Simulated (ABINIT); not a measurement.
Ag:

```
CELL_PARAMETERS angstrom
0.00000 2.04275 2.04275
2.04275 0.00000 2.04275
2.04275 2.04275 0.00000
ATOMIC_POSITIONS crystal
Ag 0.00000 0.00000 0.00000
```

Base run:

| Property | Result |
| --- | --- |
| Program | ABINIT 10.8.3 (patched build) |
| Functional | PBE |
| Potentials or basis | PseudoDojo NC SR PBE v0.4.1 standard |
| Cutoff | 1088 eV |
| k mesh | 8 × 8 × 8 |
| Occupations | fermi-dirac, width 0.05 eV |
| Spin | no spin polarisation |

Its results: pressure 4.9 GPa.

The run is repeated on the same cell with these changes: k mesh from 8 × 8 × 8 to 12 × 12 × 12, with 4 shifts; occupations from fermi-dirac, width 0.05 eV to methfessel-paxton, width 0.1 eV. What comes out?

Pressure 4.3 GPa.

Not every run made on this cell is shown here.
